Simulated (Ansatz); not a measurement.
## GaSb, alloy series

Base system: GaSb in the zinc blende structure (space group F-43m, No. 216; a = 6.1324 Å).

The other end (x = 1) is ZnSb in the zinc blende structure (space group F-43m, No. 216; a hypothetical phase, not in the database extracts checked): 27.61 Å³/atom, gap zero; this end may not be an ambient phase.

Zn replaces a fraction x of Ga; each row is one arrangement (x, atoms in the cell, starting space group or random), fully relaxed.

Calculations: r2SCAN (Ansatz, a program for electronic structure, PAW, without spin-orbit coupling).

Notes on the quantities. mixing energy: to 0.01 eV only: unlike meshes or grids; against an end that may be hypothetical; deviation of the volume from the linear: Vegard-type) interpolation.

```json
[
 {"change": "base", "mixing energy": "–", "density": "5.51 g/cm³", "deviation of the volume from the linear": "–", "shortest interatomic distance": "2.655 Å"},
 {"change": "x(Zn) = 0.25, 8 atoms, P-4m2", "mixing energy": "-0.01 eV/atom", "density": "5.54 g/cm³", "deviation of the volume from the linear": "0.0 %", "shortest interatomic distance": "2.635 Å"},
 {"change": "x(Zn) = 0.25, 8 atoms, Amm2", "mixing energy": "-0.01 eV/atom", "density": "5.55 g/cm³", "deviation of the volume from the linear": "-0.1 %", "shortest interatomic distance": "2.620 Å"},
 {"change": "x(Zn) = 0.25, 8 atoms, I-42m", "mixing energy": "-0.01 eV/atom", "density": "5.55 g/cm³", "deviation of the volume from the linear": "-0.2 %", "shortest interatomic distance": "2.620 Å"},
 {"change": "x(Zn) = 0.5, 4 atoms, R3m", "mixing energy": "-0.01 eV/atom", "density": "5.58 g/cm³", "deviation of the volume from the linear": "-0.1 %", "shortest interatomic distance": "2.629 Å"},
 {"change": "x(Zn) = 0.5, 8 atoms, P-4m2", "mixing energy": "-0.01 eV/atom", "density": "5.58 g/cm³", "deviation of the volume from the linear": "-0.1 %", "shortest interatomic distance": "2.627 Å"},
 {"change": "x(Zn) = 0.5, 4 atoms, P-4m2", "mixing energy": "-0.02 eV/atom", "density": "5.58 g/cm³", "deviation of the volume from the linear": "-0.2 %", "shortest interatomic distance": "2.633 Å"},
 {"change": "x(Zn) = 0.667, 6 atoms, P3m1", "mixing energy": "0.00 eV/atom", "density": "5.60 g/cm³", "deviation of the volume from the linear": "-0.1 %", "shortest interatomic distance": "2.596 Å"}
]
```

Each cell is one ordered arrangement of few atoms, which overstates ordering effects compared with a random alloy. With Sb present, leaving out spin-orbit coupling can change the band edges. Whether these cells are dynamically stable was not tested. All final runs are without spin polarisation. An odd electron count without spin: ZnGa3Sb4, ZnSb and ZnGaSb2.
